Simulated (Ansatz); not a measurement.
# Pressure against volume: Lu

```xyz
1
Lattice="-1.9541 1.9541 1.9541 1.9541 -1.9541 1.9541 1.9541 1.9541 -1.9541" Properties=species:S:1:pos:R:3 pbc="T T T"
Lu    0.0000    0.0000    0.0000
```

The cell is the one relaxed in the Materials Project (mp-10190), not relaxed further here; entries there can be hypothetical.

No spin–orbit coupling, which matters for the heavy atoms here.

All numbers are computed: DFT, PBE, all-electron LAPW, scalar-relativistic (Ansatz 0.2.0); DFT, PBE, PAW with Ansatz's default frozen-core files, scalar-relativistic (Ansatz 0.2.0).

For LAPW: a Γ-centred 15×15×15 k mesh, Fermi–Dirac smearing of 0.05 eV, basis error target 1 meV/atom, no spin polarisation. PAW takes a cutoff of 420 eV at this cell. The Ansatz runs share mesh, smearing and spin set-up. Plane-wave (PAW) pressures include the program's estimate of the Pulay term.

The cell above is scaled evenly, with fractional coordinates and shape held.

Q: Estimate the equilibrium volume and bulk modulus that LAPW (all electrons) gives for this fixed shape.

A: V0 = 29.61 Å³/atom, B0 = 43 GPa, B0′ = 3.3, from a third-order Birch–Murnaghan fit to these pressures:
```json
{"V/V(cell)": "0.9500", "V (Å³/atom)": "28.355", "P, LAPW (GPa)": "2.01", "P, PAW (GPa)": "2.01", "free energy over the lowest listed, PAW (meV/atom)": "7.4"}
{"V/V(cell)": "0.9750", "V (Å³/atom)": "29.101", "P, LAPW (GPa)": "0.77", "P, PAW (GPa)": "0.77", "free energy over the lowest listed, PAW (meV/atom)": "0.9"}
{"V/V(cell)": "1.0000", "V (Å³/atom)": "29.847", "P, LAPW (GPa)": "-0.34", "P, PAW (GPa)": "-0.35", "free energy over the lowest listed, PAW (meV/atom)": "0.0"}
{"V/V(cell)": "1.0250", "V (Å³/atom)": "30.593", "P, LAPW (GPa)": "-1.34", "P, PAW (GPa)": "-1.35", "free energy over the lowest listed, PAW (meV/atom)": "4.0"}
{"V/V(cell)": "1.0500", "V (Å³/atom)": "31.340", "P, LAPW (GPa)": "-2.24", "P, PAW (GPa)": "-2.24", "free energy over the lowest listed, PAW (meV/atom)": "12.4"}
```

PAW's V0 lies -0.01 % from the all-electron value and its B0 0.0 %. Symmetry fixes shape and coordinates here, so this is the relaxed modulus.
